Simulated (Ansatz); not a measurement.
## 1T-VSSe bilayer (like faces together) in a perpendicular field

Aim: how the 1T-VSSe bilayer (like faces together) screens a field along its normal, and what the field does to its bands. A positive field points along +c.

Main program and level: Ansatz 0.2.0; plane-wave DFT, PBE-D3(BJ), Ansatz PAW.

## (1) The starting structure

The cell holds 6 atoms: 2 Se, 2 V and 2 S. Its edges and angles: a = 3.250 Å, b = 3.250 Å, c = 50.432 Å, α = 90.0°, β = 90.0°, γ = 120.0°. Regions: layer 1: 1T-VSSe, 3 atoms (1 Se, 1 V and 1 S); layer 2: 1T-VSSe, 3 atoms (1 Se, 1 V and 1 S). Vacuum lies along c.

## (2) Relaxation

The starting cell is a guess, so the in-plane lattice and the atoms are relaxed first, with the slab cut off from its images along the normal.

Input file input.yaml:

```yaml
crystal:
  lattice:
    - [3.25, 0.0, 0.0]
    - [-1.625, 2.8145825623, 0.0]
    - [0.0, 0.0, 50.4321855778]
  atoms:
    - { symbol: Se, position: [0.6666666667, 0.3333333333, 0.4035121573] }
    - { symbol: V, position: [0.0, 0.0, 0.439113071], spin: 1.0 }
    - { symbol: S, position: [0.3333333333, 0.6666666667, 0.4702570892] }
    - { symbol: Se, position: [0.0, 0.0, 0.5964878427] }
    - { symbol: V, position: [0.3333333333, 0.6666666667, 0.560886929], spin: 1.0 }
    - { symbol: S, position: [0.6666666667, 0.3333333333, 0.5297429108] }
  periodic: [true, true, false]
magnetization:
  spin_polarized: true
kpoints:
  mp_grid: { grid: [12, 12, 1] }
hamiltonian:
  xc: pbe
  dispersion: d3bj
scf:
  occupations: { method: fermi_dirac, width: 0.05 }
  convergence: { dr2_threshold: 1.0e-09 }
relax:
  f_tol: 0.004
  max_steps: 90
  cell: {}
output:
  write_potential: true
  write_density: true
  volumetric_format: npy
```

Launch:

```bash
$ ansatz run input.yaml --threads 4 --pin off --max-ram 6144MiB --backend cpu --events-out ev --progress --plain --runs-dir out
```

Numbers of over 12 decimals in the logs are rounded to 6 here.

The log of the run:

```text
Warning: relax.cell: scf.convergence.dr2_threshold = 1e-9 eV is looser than the 1.54099371637e-10 eV advised for a relaxation that steers and ends on the stress (1e-10 eV for each atom of the cell: 6, times the square of relax.cell.stress_2d_tol = 0.05 N/m over 19.7 Å (the atoms' height at the walk's start and 5 Å past either face), 2.534e-2 GPa, over a crystal's default 0.05). What an SCF threshold leaves in a stress goes as its square root, and in the free energy as the threshold itself, and one threshold admits the most on a small cell: [figures from the program's tests cut] Set scf.convergence.dr2_threshold to 1.54099371637e-10 eV or tighter. [rest of the remark cut]
Engine: ansatz 0.2.0, x86_64-unknown-linux-gnu
Pseudopotentials: kind: paw
Pseudopotential: Se, paw, valence charge 16, recommended cutoff 420 eV (normal), Se.paw.azcp
Pseudopotential: V, paw, valence charge 13, recommended cutoff 420 eV (normal), V.paw.azcp
Pseudopotential: S, paw, valence charge 6, recommended cutoff 420 eV (normal), S.paw.azcp
Functional definition: PBE
  parameter kappa = 0.804
  parameter beta = 0.066725
  exchange = pbe_x(kappa = kappa, mu = beta*pi^2/3)
  correlation = pbe_c(beta = beta)
Crystal: 6 atoms, lattice volume = 461.323 Å³
Basis set: ecut = 420 eV, 9193 PW (Γ), exchange–correlation on 48×48×720 points (8 copies of the dense FFT grid, shifted against one another)
Bands: 44, of which v1, the nominal top of the filled ones, is band 35 counted from 1 (34 counted from 0)
Symmetry: 6 space group operations
Space group: P3m1 (ITA 156), of the structure as read, at distance tolerance 7.7e-5 Å
Magnetic group: BNS 156.49 (UNI 1279), of the structure as read, at distance tolerance 7.7e-5 Å
k-points: 19 of 144 (time reversal used)
Non-local potential: Se, projectors of the file, l = 0: 2, l = 1: 2, l = 2: 3, l = 3: 1
Non-local potential: V, projectors of the file, l = 0: 3, l = 1: 2, l = 2: 3, l = 3: 1
Non-local potential: S, projectors of the file, l = 0: 2, l = 1: 2, l = 2: 2
PAW form: soft (Blöchl's): semilocal exchange-correlation on the pseudo side does not see the compensation charge
PAW one-centre angular grid: Se, 590 points (default); XC on 64 Gauss nodes
PAW one-centre angular grid: V, 590 points (default); XC on 64 Gauss nodes
PAW one-centre angular grid: S, 110 points (default); XC on 64 Gauss nodes
Initial density: superposition of atomic densities (neutral atoms: chi_scale 0, normalization atom)
Starting moments: Σ|m| = 2 μB on 2 of 6 sites
Initial wavefunctions: pseudopotential atomic-orbital guess
Functional: x = pbe(κ = 0.804, μ = 0.219515), c = pbe(β = 0.066725)
SCF iter   1: F=—  HF=-18574.772953 eV  |F-HF|=—  |Δ(HF+E_count)|=         —  Δρ=1.55e-2 (↑1.55e-2 ↓1.12e-2)  dr2=4.95e0  dr2_m=7.27e-2  M=1.429 μB ∫|m|=1.909 μB  β_m=0.30  ethr=3.10e-3  ⟨swp⟩=13.8  Hψ=9867  notcnv=0
Mixer restart at iter 1: flushing history
preconditioner: auto → LDOS  [metal: Δε(μ)=0.040 eV  Ē_g=7.236 eV  σ=0.050 eV  W_gap=0.19  n_scr=30 (ndim 8)  ℏωp=10.1 eV  f_vac=0.728  D(μ)=2.32/eV (n_scr^D=14)]
spin=Collinear: LDOS preconditioning applied to the charge; magnetization (m = ρ↑ − ρ↓) channel mixes plain (no charge-response kernel on spin).
SCF iter   2: F=—  HF=-18573.468824 eV  |F-HF|=—  |Δ(HF+E_count)|=    1.30e0  Δρ=8.17e-3 (↑8.17e-3 ↓6.23e-3)  dr2=1.05e0  dr2_m=2.87e-2  M=1.441 μB ∫|m|=1.948 μB  β_m=0.41  ethr=3.10e-3  ⟨swp⟩=2.9  Hψ=2967  notcnv=0  defer=45
SCF iter   3: F=—  HF=-18573.229385 eV  |F-HF|=—  |Δ(HF+E_count)|=   2.39e-1  Δρ=2.61e-3 (↑2.38e-3 ↓2.61e-3)  dr2=5.69e-2  dr2_m=5.07e-3  M=1.442 μB ∫|m|=1.973 μB  β_m=0.65  ethr=1.50e-3  ⟨swp⟩=3.5  Hψ=3650  notcnv=0  defer=45
SCF iter   4: F=—  HF=-18573.287196 eV  |F-HF|=—  |Δ(HF+E_count)|=         —  Δρ=1.74e-3 (↑1.74e-3 ↓5.33e-4)  dr2=1.71e-2  dr2_m=3.40e-3  M=1.392 μB ∫|m|=1.888 μB  β_m=0.65  ethr=8.13e-5  ⟨swp⟩=3.2  Hψ=3781  notcnv=0  defer=45
SCF iter   5: F=—  HF=-18573.285025 eV  |F-HF|=—  |Δ(HF+E_count)|=   2.17e-3  Δρ=2.35e-4 (↑2.06e-4 ↓2.35e-4)  dr2=7.16e-4  dr2_m=3.21e-5  M=1.411 μB ∫|m|=1.918 μB  β_m=0.69  ethr=2.44e-5  ⟨swp⟩=3.1  Hψ=3338  notcnv=0  defer=41
SCF iter   6: F=—  HF=-18573.285036 eV  |F-HF|=—  |Δ(HF+E_count)|=   1.05e-5  Δρ=9.33e-5 (↑5.55e-5 ↓9.33e-5)  dr2=3.64e-5  dr2_m=1.36e-5  M=1.412 μB ∫|m|=1.915 μB  β_m=0.75  ethr=1.02e-6  ⟨swp⟩=3.4  Hψ=3507  notcnv=0  defer=41
SCF iter   7: F=—  HF=-18573.285084 eV  |F-HF|=—  |Δ(HF+E_count)|=   4.81e-5  Δρ=4.06e-5 (↑4.06e-5 ↓2.33e-5)  dr2=1.60e-5  dr2_m=2.22e-6  M=1.413 μB ∫|m|=1.914 μB  β_m=0.69  ethr=5.19e-8  ⟨swp⟩=3.1  Hψ=3652  notcnv=0  defer=41
SCF iter   8: F=—  HF=-18573.285083 eV  |F-HF|=—  |Δ(HF+E_count)|=   9.40e-7  Δρ=1.07e-5 (↑1.07e-5 ↓9.50e-6)  dr2=9.59e-7  dr2_m=3.17e-7  M=1.413 μB ∫|m|=1.915 μB  β_m=0.71  ethr=2.28e-8  ⟨swp⟩=3.6  Hψ=3647  notcnv=0  defer=41
SCF iter   9: F=—  HF=-18574.086145 eV  |F-HF|=—  |Δ(HF+E_count)|=         —  Δρ=2.20e-2 (↑2.20e-2 ↓2.17e-2)  dr2=4.08e-3  dr2_m=2.02e0  M=-0.090 μB ∫|m|=1.947 μB  β_m=1.00  ethr=1.37e-9  ⟨swp⟩=3.0  Hψ=3377  notcnv=0  defer=41
Mixer restart at iter 9: flushing history
SCF iter  10: F=—  HF=-18573.292806 eV  |F-HF|=—  |Δ(HF+E_count)|=         —  Δρ=1.75e-3 (↑1.75e-3 ↓1.37e-3)  dr2=8.98e-3  dr2_m=1.01e-2  M=0.045 μB ∫|m|=1.844 μB  β_m=0.71  ethr=7.14e-5  ⟨swp⟩=3.4  Hψ=3628  notcnv=0  defer=41
SCF iter  11: F=—  HF=-18573.289505 eV  |F-HF|=—  |Δ(HF+E_count)|=   3.30e-3  Δρ=4.55e-4 (↑3.93e-4 ↓4.55e-4)  dr2=1.41e-4  dr2_m=7.38e-4  M=0.027 μB ∫|m|=1.845 μB  β_m=0.82  ethr=1.28e-5  ⟨swp⟩=2.9  Hψ=2709  notcnv=0  defer=24
SCF iter  12: F=—  HF=-18573.289528 eV  |F-HF|=—  |Δ(HF+E_count)|=   2.30e-5  Δρ=1.56e-4 (↑7.41e-5 ↓1.56e-4)  dr2=1.85e-4  dr2_m=2.62e-5  M=0.019 μB ∫|m|=1.852 μB  β_m=0.74  ethr=2.02e-7  ⟨swp⟩=3.7  Hψ=3785  notcnv=0  defer=18
SCF iter  13: F=—  HF=-18573.289500 eV  |F-HF|=—  |Δ(HF+E_count)|=   2.87e-5  Δρ=6.55e-5 (↑6.55e-5 ↓4.81e-5)  dr2=3.86e-5  dr2_m=1.24e-5  M=0.017 μB ∫|m|=1.851 μB  β_m=0.85  ethr=2.02e-7  ⟨swp⟩=3.0  Hψ=3462  notcnv=0  defer=23
SCF iter  14: F=—  HF=-18573.289508 eV  |F-HF|=—  |Δ(HF+E_count)|=   8.72e-6  Δρ=3.04e-5 (↑2.77e-5 ↓3.04e-5)  dr2=1.16e-5  dr2_m=2.70e-6  M=0.015 μB ∫|m|=1.853 μB  β_m=0.74  ethr=5.52e-8  ⟨swp⟩=3.1  Hψ=3075  notcnv=0  defer=23
SCF iter  15: F=—  HF=-18573.289507 eV  |F-HF|=—  |Δ(HF+E_count)|=   1.14e-6  Δρ=9.81e-6 (↑8.63e-6 ↓9.81e-6)  dr2=1.09e-6  dr2_m=3.29e-7  M=0.015 μB ∫|m|=1.853 μB  β_m=0.84  ethr=1.66e-8  ⟨swp⟩=2.9  Hψ=2736  notcnv=0  defer=23
[...]
relax step   7: F+E_penalty+E_count = -18574.00008282 eV  Δ(F+E_penalty+E_count) = -4.683e-6 eV  max|allowed force component| = 1.493e-2 eV/Å  Δτ_max = 0.0033 Å  P = -0.057 N/m  Ω = 448.310 Å³  energy of the carried Pulay correction = +4.391e-4 eV  fix = [c, alpha, beta]  reactions: c -0.000 N/m  (9 SCF iters, accepted)
[...]
relax step   8: F+E_penalty+E_count = -18574.00010809 eV  Δ(F+E_penalty+E_count) = -2.527e-5 eV  max|allowed force component| = 3.448e-4 eV/Å  Δτ_max = 0.0012 Å  P = +0.001 N/m  Ω = 448.276 Å³  energy of the carried Pulay correction = +4.403e-4 eV  fix = [c, alpha, beta]  reactions: c +0.000 N/m  (7 SCF iters, accepted)
Initial wavefunctions: pseudopotential atomic-orbital guess (no wavefunctions were taken with the density)
iter 1 solved again at ethr=1.12e-7 eV; its pass at ethr=3.10e-3 eV (dr2=7.84e-5 eV) is discarded
SCF iter   1: F=—  HF=-18573.999689 eV  |F-HF|=—  |Δ(HF+E_count)|=         —  Δρ=8.86e-6 (↑8.86e-6 ↓8.81e-6)  dr2=9.47e-7  dr2_m=1.61e-11  M=0.000 μB ∫|m|=0.000 μB  β_m=0.65  ethr=1.12e-7  ⟨swp⟩=5.4  Hψ=16974  notcnv=0
preconditioner: auto → LDOS  [metal: Δε(μ)=0.109 eV  Ē_g=7.259 eV  σ=0.050 eV  W_gap=0.50  n_scr=26 (ndim 8)  ℏωp=10.2 eV  f_vac=0.747  D(μ)=3.71/eV (n_scr^D=18)]
spin=Collinear: LDOS preconditioning applied to the charge; magnetization (m = ρ↑ − ρ↓) channel mixes plain (no charge-response kernel on spin).
SCF iter   2: F=—  HF=-18573.999600 eV  |F-HF|=—  |Δ(HF+E_count)|=   8.84e-5  Δρ=4.54e-6 (↑4.54e-6 ↓4.47e-6)  dr2=3.59e-7  dr2_m=1.06e-11  M=0.000 μB ∫|m|=0.000 μB  β_m=0.52  ethr=1.35e-9  ⟨swp⟩=3.1  Hψ=3554  notcnv=0
SCF iter   3: F=—  HF=-18573.999600 eV  |F-HF|=—  |Δ(HF+E_count)|=   6.44e-9  Δρ=2.02e-6 (↑2.02e-6 ↓1.95e-6)  dr2=5.74e-8  dr2_m=1.44e-11  M=0.000 μB ∫|m|=0.000 μB  β_m=0.61  ethr=5.13e-10  ⟨swp⟩=2.9  Hψ=2736  notcnv=0
SCF iter   4: F=—  HF=-18573.999601 eV  |F-HF|=—  |Δ(HF+E_count)|=   1.02e-7  Δρ=4.33e-7 (↑4.33e-7 ↓4.13e-7)  dr2=6.42e-9  dr2_m=1.05e-11  M=0.000 μB ∫|m|=0.000 μB  β_m=0.60  ethr=8.20e-11  ⟨swp⟩=2.8  Hψ=2614  notcnv=0
SCF iter   5: F=—  HF=-18573.999601 eV  |F-HF|=—  |Δ(HF+E_count)|=   4.38e-8  Δρ=1.81e-7 (↑1.81e-7 ↓1.65e-7)  dr2=2.23e-10  dr2_m=8.40e-12  M=0.000 μB ∫|m|=0.000 μB  β_m=0.70  ethr=9.17e-12  ⟨swp⟩=3.2  Hψ=3028  notcnv=0
SCF iter   6: F=-18573.999601 eV  HF=-18573.999601 eV  |F-HF|=9.35e-10  |Δ(HF+E_count)|=   1.79e-8  Δρ=8.78e-8 (↑8.78e-8 ↓5.47e-8)  dr2=1.83e-10  dr2_m=1.50e-12  M=0.000 μB ∫|m|=0.000 μB  ethr=1.00e-12  ⟨swp⟩=10.4  Hψ=11593  notcnv=0
the starting moments were not kept: the SCF closed with an absolute magnetisation of 2.6e-5 μB, where they sum to 2 μB in size (2 sites). That is at most 0.1 of that sum. Measured as dr2_m measures the in/out step, that magnetisation stands 2.7e-10 eV from none, at or under the dr2_threshold of 1.0e-9 eV: it is no larger than a step whose dr2_m would equal this threshold.
SCF 9 converged in 6 iterations: F = -18573.999601 eV  dr2 = 1.83e-10
relax step   9: F+E_penalty+E_count = -18573.99960062 eV  Δ(F+E_penalty+E_count) = +5.075e-4 eV  max|allowed force component| = 3.447e-4 eV/Å  Δτ_max = 0.0000 Å  P = +0.008 N/m  Ω = 448.276 Å³  fix = [c, alpha, beta]  reactions: c +0.000 N/m  stress off target by 7.89e-3 N/m on what of the cell is left free  SCF on the basis re-selected at this cell (its energy is not comparable with the rows above)  (6 SCF iters)
basis re-selected at this cell: Δ(F+E_penalty+E_count) = +5.075e-4 eV, ΔP = +0.006 N/m vs the last step (what re-selecting the basis moved, of the pressure what is left beyond the Pulay correction that the steps carried, after the strain that the cell walked since its last selection, with what the two solves' SCF thresholds leave and, on support functions, any second-order correction that the steps lacked; it is no m [...]
WARN: The input density's exchange-correlation potential varies sharply where the density is thin. Do not read a vacuum level from v_tot or v_xc, or from such a field of the output density. On a cell that repeats whose density bears no net charge and no dipole along the vacuum's axis use v_es (v_loc + v_h of the components); under efield.dipole_correction with no amplitude use v_es + v_field, which holds any external [...]
SCF converged after 6 iterations
Magnetization: 0.0000 μB (35.0000 up, 35.0000 down)
Absolute magnetization: 0.0000 μB (∫|ρ↑−ρ↓|, with the PAW one-centre terms)
Spin contamination: 0.0000 ħ² per cell (⟨S²⟩ above its minimum at these occupations)
Per-site moments (μB) at R_I (Å): [(-1.7285649279180488e-6, 1.022366), (1.559940282004132e-5, 0.959452), (-5.389014901835705e-7, 0.959452), (-2.440997752326924e-7, 1.022079), (1.7796189631553579e-6, 0.960152), (-2.792245826194808e-7, 0.960152)]
Free energy (F): -18573.999601 eV
Harris-Foulkes:  -18573.999601 eV  (|F-HF|=9.35e-10)
Internal energy: -18573.966717 eV  (E = F + TS)
E sigma→0 (E₀):  -18573.983159 eV
Entropy (-TS):   -0.032884 eV (-5.481 meV/atom)
Fermi energy:    -4.892056 eV
--- Per-component energies (eV) ---
  E_band       = -2202.773154
  E_kinetic    = 1126.050876
  E_local      = -434822.658079  (includes V_loc(G=0)·N_el)
  E_nonlocal   = -1226.749606
  E_hartree    = 216695.676373
  E_xc         = -665.402598
  E_vxc        = -704.535956  (∫ρ·V_xc dr)
  E_paw        = -7247.852631  (= ΣΔE_a)
  E_vpaw       = 33.764943  (= ΣTr[D̂ρ^β])
  E_aug_tail   = -0.000633  (compensation charges beyond the density's cutoff)
  E_ewald      = 207569.238118
  E_disp       = -2.268537  (pairwise vdW)
  E_smearing   = -0.032884  (= −TS)
  E_closure    = -0.000000  (closes the sum)
  Σ components = -18573.999601   (vs F -18573.999601, Δ=0.00e0)
--- Forces (eV/Å), atoms counted from 1 ---
  atom   1  Se    -0.00000000     0.00000000     0.00013617
  atom   2  V     -0.00000000    -0.00000000    -0.00034462
  atom   3  S      0.00000000    -0.00000000     0.00020464
  atom   4  Se     0.00000000     0.00000000    -0.00007699
  atom   5  V     -0.00000000    -0.00000000     0.00025586
  atom   6  S      0.00000000    -0.00000000    -0.00017459
  max |Σ_I F_I| component: 4.79e-7 eV/Å
--- 2D stress c σ (N/m, compression-positive) ---
        0.007887      -0.000000       0.000000
       -0.000000       0.007887       0.000000
        0.000000       0.000000       0.000000
  P = ½ c Tr σ = 0.0079 N/m
--- Band table (eV; the first three rows and the last of 38) ---
  k-point 0 ↑: bands = [... 31 lower, -4.9673, -4.9625, -4.9519, -4.9519, -4.1258, -4.0401, -4.0401, -3.9385, ... 5 higher]
  k-point 1 ↑: bands = [... 31 lower, -5.4112, -5.2200, -5.1855, -4.9728, -4.5864, -3.9978, -3.8584, -3.7665, ... 5 higher]
  k-point 2 ↑: bands = [... 31 lower, -6.2764, -5.6137, -5.5665, -5.0520, -4.8319, -3.9920, -3.6716, -3.6347, ... 5 higher]
  k-point 18 ↓: bands = [... 31 lower, -7.7796, -7.7521, -7.6165, -4.0737, -4.0151, -3.9452, -3.9426, -3.9233, ... 5 higher]
  the weakly bound empty levels are not read free of the cell's end (no_gap_told)
--- Relaxed structure (8 steps of the walk, 7 accepted, 1 SCFs on fresh bases) ---
  F+E_penalty+E_count = -18573.99960062 eV   max|allowed force component| = 3.447e-4 eV/Å   (the final SCF, on the basis selected at the relaxed cell)
  cell:  # Å, volume = 448.2761 Å³
    - [3.203713, 0.0, 0]
    - [-1.601856, 2.774497, 0]
    - [0, 0, 50.4321855778]
  atoms:
    - { symbol: Se, position: [0.666667, 0.333333, 0.411692] }
    - { symbol: V, position: [1.2151818440485466e-17, 0, 0.444403] }
    - { symbol: S, position: [0.333333, 0.666667, 0.472366] }
    - { symbol: Se, position: [-1.877869316344951e-17, 0, 0.588313] }
    - { symbol: V, position: [0.333333, 0.666667, 0.555622] }
    - { symbol: S, position: [0.666667, 0.333333, 0.527604] }
```

Wall time 2.1 min (4 threads of Intel Xeon 6975P-C (Granite Rapids), shared host); peak memory 1.5 GiB.

The steps of the relaxation:

| step | energy less that of the first step (eV) | largest force component (eV/Å) | volume (Å³) |
| --- | --- | --- | --- |
| 1 | 0.0000 | 1.9848 | 461.32 |
| 2 | -0.6169 | 0.6708 | 459.40 |
| 3 | -0.6452 | 0.3495 | 459.13 |
| 4 | -0.7073 | 0.0676 | 451.57 |
| 5 | -0.7062 | 0.0468 | 447.01 |
| 6 | -0.7106 | 0.0180 | 448.13 |
| 7 | -0.7106 | 0.0149 | 448.31 |
| 8 | -0.7106 | 0.0003 | 448.28 |
| 9* | -0.7101 | 0.0003 | 448.28 |

Relaxation steps marked * repeat the geometry before them on a plane-wave basis chosen anew for their cell, so energy and pressure can jump there. Relaxation step 5 was tried and not accepted.

Forces are held to the 6 operations that the run works with; a distortion that breaks them can't arise in this run.

| cell as run | before | after | change |
| --- | --- | --- | --- |
| a (Å) | 3.250 | 3.204 | -1.4 % |
| b (Å) | 3.250 | 3.204 | -1.4 % |

The atoms that moved most (Å, along periodic axes as changes of fractional coordinates times the final cell, across vacuum about the mean position):

| atom | dx | dy | dz | length |
| --- | --- | --- | --- | --- |
| Se1 | 0.000 | 0.000 | 0.413 | 0.413 |
| Se4 | 0.000 | 0.000 | -0.412 | 0.412 |
| V2 | 0.000 | 0.000 | 0.267 | 0.267 |
| V5 | 0.000 | 0.000 | -0.266 | 0.266 |
| S6 | 0.000 | 0.000 | -0.108 | 0.108 |
| S3 | 0.000 | 0.000 | 0.106 | 0.106 |

Final coordinates:

```cif
data_structure
_symmetry_space_group_name_H-M 'P 1'
_symmetry_Int_Tables_number 1
_cell_length_a 3.2037
_cell_length_b 3.2037
_cell_length_c 50.4322
_cell_angle_alpha 90.000
_cell_angle_beta 90.000
_cell_angle_gamma 120.000
_cell_volume 448.28
loop_
_atom_site_label
_atom_site_type_symbol
_atom_site_fract_x
_atom_site_fract_y
_atom_site_fract_z
_atom_site_occupancy
Se1 Se 0.66667 0.33333 0.41169 1
V2 V 0.00000 0.00000 0.44440 1
S3 S 0.33333 0.66667 0.47237 1
Se4 Se 0.00000 0.00000 0.58831 1
V5 V 0.33333 0.66667 0.55562 1
S6 S 0.66667 0.33333 0.52760 1
```

Numbers from this step:

```
energy at zero smearing : -18573.9832 eV
```

The lattice constant a goes from 3.250 to 3.204 Å.

(Part 1 of 3 ends here.)

[Logs are printed without paths, hosts, clocks, repeated set-up lines and the standing remarks that a program may print on its own settings, such as how far it seeks lower states.]

[Hosts, paths, dates, database ids (printed as entryN), source tags and the programs' standing remarks are cut or masked in the printed files.]

[Maps of the electrostatic potential energy from Ansatz leave out the sawtooth potential of an applied field or a dipole correction, so their vacuum need not be flat; planar profiles and work functions include it.]
